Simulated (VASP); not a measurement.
Input of a VASP 6.6.1 run:

Contents of INCAR:

```
SYSTEM = MnSi
PREC     = Accurate       ! precision mode
ENCUT    = 600            ! plane-wave cutoff, eV
EDIFF    = 1E-6           ! SCF threshold, eV
ISMEAR   = 1              ! smearing method
SIGMA    = 0.1            ! smearing width, eV
LREAL    = .FALSE.        ! projectors in reciprocal space
LASPH    = .TRUE.         ! aspherical terms in the spheres
NELM     = 80             ! most SCF steps
ALGO     = Fast           ! electronic algorithm
ISIF     = 2              ! what is computed and relaxed
LWAVE    = .FALSE.        ! write WAVECAR
LCHARG   = .FALSE.        ! write CHGCAR
GGA      = PE             ! functional
KPAR     = 4
```

File KPOINTS:

```
Automatic mesh
0
G
  8 8 8
  0 0 0
```

Contents of POSCAR:

```
MnSi
1.0
    4.5480000000      0.0000000000      0.0000000000
    0.0000000000      4.5480000000      0.0000000000
    0.0000000000      0.0000000000      4.5480000000
Mn Si
4 4
Direct
    0.1380000000      0.1380000000      0.1380000000
    0.3620000000      0.8620000000      0.6380000000
    0.6380000000      0.3620000000      0.8620000000
    0.8620000000      0.6380000000      0.3620000000
    0.8460000000      0.8460000000      0.8460000000
    0.6540000000      0.1540000000      0.3460000000
    0.3460000000      0.6540000000      0.1540000000
    0.1540000000      0.3460000000      0.6540000000
```

Potentials or basis: VASP PAW PBE potentials, release 64 (Mn_pv, Si).

Run with:

```sh
$ cat potpaw_PBE.64/Mn_pv/POTCAR potpaw_PBE.64/Si/POTCAR > POTCAR
$ mpirun -np 4 vasp_std > vasp.out
```

Question: Predict the largest force.

Answer: 0.197 eV/Å.

Question: Estimate the pressure.

Answer: -7.3 GPa.

Question: What does it give for the band gap on the k mesh?

Answer: None (metal or under the smearing width).

Forces in eV/Å, atoms in the order of the input:
```
Mn  -0.114 -0.114 -0.114
Mn   0.114  0.114 -0.114
Mn  -0.114  0.114  0.114
Mn   0.114 -0.114  0.114
Si  -0.034 -0.034 -0.034
Si   0.034  0.034 -0.034
Si  -0.034  0.034  0.034
Si   0.034 -0.034  0.034
```

Spin polarisation is off, so any magnetic state and its effect on volume and gap are missing.
